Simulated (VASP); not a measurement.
All values below come from PBE GGA, VASP's PBE PAW potentials (set 64) (plane waves; VASP).

Gaps are without spin-orbit coupling.

```json
{
 "volume_per_atom": "35.35 Å³/atom",
 "band gap (over mesh and band path)": "0.83 eV",
 "smallest direct gap (over mesh and band path)": "0.83 eV",
 "hill_bulk_modulus": "39.3 GPa",
 "hill_shear_modulus": "24.2 GPa"
}
```

Q: Which relaxed crystal gives these values?
A) PbTe, Fm-3m (225)
B) K2S, Fm-3m (225)
C) BaO, Fm-3m (225)
D) ZrO2, P2_1/c (14)

A: A, PbTe, Fm-3m (225)
